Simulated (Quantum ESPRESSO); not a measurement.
Crystal: GaN.

```xyz
2
Lattice="0.0000 2.2535 2.2535 2.2535 0.0000 2.2535 2.2535 2.2535 0.0000" Properties=species:S:1:pos:R:3 pbc="T T T"
Ga    0.0000    0.0000    0.0000
N     1.1268    1.1268    1.1268
```

The cell is a database's computed one.

Base run:

```yaml
Program: Quantum ESPRESSO 7.5
Functional: vdW-DF
Potentials_or_basis: PseudoDojo 0.4.1 SR PBE standard
Cutoff: 1143 eV
Density_cutoff: 4572 eV
k_mesh: 10 × 10 × 10
Occupations: fermi-dirac, width 0.05 eV
Spin: no spin polarisation
```

Its results: band gap on the k mesh 1.88 eV, direct; pressure 9.7 GPa.

Task: The run is repeated on the same cell with these changes: functional from vdW-DF to vdW-DF2. What comes out?

Result: Band gap on the k mesh 1.76 eV, direct; pressure 13.8 GPa.

Caveats: the potentials were made for another functional, which shifts forces and pressure.
